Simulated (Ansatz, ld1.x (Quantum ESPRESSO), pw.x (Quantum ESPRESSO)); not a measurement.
**pw.x on sc N: one setting changed**

Potential: norm-conserving RRKJ (Kleinman–Bylander form), ld1.x (Quantum ESPRESSO) 7.5, PBE; core [He], reference 2s2 2p2.5; waves: 2s (bound): rc 1.05 bohr; 2p (bound): rc 2.00 bohr; 3d channel at 0.79 Ry: rc 1.60 bohr; local part: all-electron potential smoothed inside 1.30 bohr (lloc = -1); core correction: none; rho0 0.005.

The reference run (k-mesh 17³, cutoffs 135/540 Ry, Fermi–Dirac 0.01 Ry, mixing_beta 0.4, conv_thr 1e-9, no spin) gives -2.63 GPa at 6.670 Å³/atom, where all-electron LAPW gives -4.61 GPa. This run, with its own iteration cap, changes nosym to true.

```
&control
  calculation='scf', prefix='x', pseudo_dir='./', outdir='./tmp', tstress=.true., disk_io='none'
/
&system
  ibrav=0, nat=1, ntyp=1, ecutwfc=135, ecutrho=540, nbnd=9,
  occupations='smearing', smearing='fd', degauss=0.01, nosym=.true.
/
&electrons
  conv_thr=1e-09, mixing_beta=0.4, electron_maxstep=60
/
ATOMIC_SPECIES
N 1.0 N.UPF
CELL_PARAMETERS angstrom
  1.88238568 0.00000000 0.00000000
  0.00000000 1.88238568 0.00000000
  0.00000000 0.00000000 1.88238568
ATOMIC_POSITIONS crystal
N 0.0000 0.0000 0.0000
K_POINTS automatic
17 17 17 0 0 0
```

```bash
pw.x < N.scf.in > N.scf.out
```

How does the run end?

It converges in 6 iterations; the free energy moves by +0.0 meV/atom and the pressure by +0.00 GPa. The result is that of the reference run.

```
lattice parameter (alat)  =       3.5572  a.u.
     unit-cell volume          =      45.0114 (a.u.)^3
     number of electrons       =         5.00
     number of Kohn-Sham states=            9
     kinetic-energy cutoff     =     135.0000  Ry
     charge density cutoff     =     540.0000  Ry
     scf convergence threshold =      1.0E-09
     Exchange-correlation= PBE
     number of k points=  2457  Fermi-Dirac smearing, width (Ry)=  0.0100
     iteration #  1     ecut=   135.00 Ry     beta= 0.40
     total energy              =     -19.38901423 Ry
     estimated scf accuracy    <       0.01733766 Ry
     iteration #  2     ecut=   135.00 Ry     beta= 0.40
     total energy              =     -19.38775044 Ry
     estimated scf accuracy    <       0.00407636 Ry
     iteration #  3     ecut=   135.00 Ry     beta= 0.40
     total energy              =     -19.38819593 Ry
     estimated scf accuracy    <       0.00003230 Ry
     iteration #  4     ecut=   135.00 Ry     beta= 0.40
     total energy              =     -19.38819903 Ry
     estimated scf accuracy    <       0.00000041 Ry
     iteration #  5     ecut=   135.00 Ry     beta= 0.40
     total energy              =     -19.38819912 Ry
     estimated scf accuracy    <          6.7E-09 Ry
     iteration #  6     ecut=   135.00 Ry     beta= 0.40
     the Fermi energy is    10.6446 ev
!    total energy              =     -19.38819912 Ry
     estimated scf accuracy    <          1.7E-10 Ry
     smearing contrib. (-TS)   =      -0.00174964 Ry
     The total energy is F=E-TS. E is the sum of the following terms:
     one-electron contribution =       3.67943995 Ry
     hartree contribution      =       1.65570282 Ry
     xc contribution           =      -4.78102982 Ry
     ewald contribution        =     -19.94056243 Ry
     convergence has been achieved in   6 iterations
          total   stress  (Ry/bohr**3)                   (kbar)     P=      -26.26
     Message from routine punch:
     Nothing written, as per user request (disk_io='none')
```

The run took about 4 min on one core of a shared host (Neoverse-V1, 32 threads, 247 GiB, load 22).
